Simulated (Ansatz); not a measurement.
# SiO2: Quadrupolar parameters

The cell is a computed structure from the Materials Project (it need not be an observed phase), atoms as given.

Space group Pmma (No. 51); a = 9.7780, b = 7.5446, c = 9.4405 Å.

```
site  Wyckoff  site symmetry       x       y       z
 Si1       8l              1  0.0907  0.2047  0.3664
 Si9       4j            .m.  0.0895  0.5000  0.1411
 O13       8l              1  0.0529  0.3246  0.2314
 O21       4k            m..  0.2500  0.2300  0.4070
 O25       4i            .m.  0.0599  0.0000  0.3282
 O29       4h            .2.  0.0000  0.2655  0.5000
 O33       2b          .2/m.  0.0000  0.5000  0.0000
 O35       2f            mm2  0.2500  0.5000  0.1013
```

One atom of each set is listed.

Method: Kohn–Sham DFT in Ansatz, PBE, plane waves and PAW, scalar-relativistic, 420 eV cutoff, Γ-centred 2×3×3 k-points, Fermi–Dirac smearing 0.02 eV.

Conventions: |V_zz| ≥ |V_yy| ≥ |V_xx|, η = (V_xx − V_yy)/V_zz, C_Q = eQV_zz/h. ν_Q = 3|C_Q|/[2I(2I − 1)].

¹⁷O: I = 5/2, Q = -25.58 mb. Nuclear quadrupole moments: year-2017 set (Pyykkö).

Task: Which values are expected at the nuclei?

Result: 

| site | atoms | first shell | C_Q (MHz) | η | ν_Q (MHz) |
| --- | --- | --- | --- | --- | --- |
| O13 | 8 | 2 Si at 1.61 Å, angle 146° | -5.80 | 0.18 | 0.870 |
| O21 | 4 | 2 Si at 1.62 Å, angle 149° | -5.75 | 0.10 | 0.862 |
| O25 | 4 | 2 Si at 1.61 Å, angle 146° | -5.74 | 0.15 | 0.862 |
| O29 | 4 | 2 Si at 1.61 Å, angle 147° | -5.84 | 0.14 | 0.876 |
| O33 | 2 | 2 Si at 1.59 Å, angle 180° | -6.46 | 0.02 | 0.969 |
| O35 | 2 | 2 Si at 1.61 Å, angle 153° | -6.00 | 0.15 | 0.901 |

At O13, O21, O25, O29 and O35 V_zz runs parallel to the line that joins its two neighbours (within 1°) in each case. At O33 V_zz points along the line of its two bonds (within 1°).

Si has no stable isotope with a ground-state quadrupole moment in the table, so these sites are left out.

The largest force is 0.4 eV/Å, so the atoms aren't at the calculated equilibrium and relaxing them would move these values.
